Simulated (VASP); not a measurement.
Here is a VASP 6.6.1 calculation.

File INCAR:

```
SYSTEM = ZnS
PREC = Accurate
ENCUT = 520
EDIFF = 1E-6
ISMEAR = 0
SIGMA = 0.05
LREAL = .FALSE.
LASPH = .TRUE.
NELM = 80
ALGO = Normal
ISIF = 2
LWAVE = .FALSE.
LCHARG = .FALSE.
GGA = PS
NBANDS = 26
```

The input KPOINTS:

```
regular mesh
0
G
  9 9 6
  0 0 0
```

POSCAR

```
ZnS
1.0
    3.8586460200      0.0000000000      0.0000000000
   -1.9293230100      3.3416854775      0.0000000000
    0.0000000000      0.0000000000      5.9627656946
Zn S
2 2
Direct
    0.3333333333      0.6666666667      0.0054424479
    0.6666666667      0.3333333333      0.5054424479
    0.3333333333      0.6666666667      0.3795575521
    0.6666666667      0.3333333333      0.8795575521
```

Potentials or basis: VASP PAW PBE potentials, release 64 (Zn, S).

The run is started by

```console
$ cat potpaw_PBE.64/Zn/POTCAR potpaw_PBE.64/S/POTCAR > POTCAR
$ mpirun -np 1 vasp_std > vasp.out
```

**Question.** Estimate the largest force.

**Answer.** 0.544 eV/Å.

**Question.** Predict the band gap on the k mesh.

**Answer.** 2.17 eV.

**Question.** What does it give for the pressure?

**Answer.** 0.8 GPa.

Stress tensor (GPa, compression positive):
```
-2.49  0.00  0.00
 0.00 -2.49  0.00
 0.00  0.00  7.48
```

Caveat: the PAW data sets were made with another functional, which shifts forces and pressure a little; an odd mesh through Γ misses points on the zone boundary, where band edges can lie.

**Measured values to compare with.**

A printed reference work, monograph reports, for a bulk crystal of ZnS at 4 K: band gap 3.911 eV (direct).

Against the measured gap of ZnS, 3.911 eV (direct; 4 K; a printed reference work, monograph), the calculated 2.17 eV is off by -1.74 eV. The value is that of PBEsol on a finite k mesh, which can miss the band edges, without temperature or zero-point motion. Semilocal functionals fall short of measured gaps as a rule.
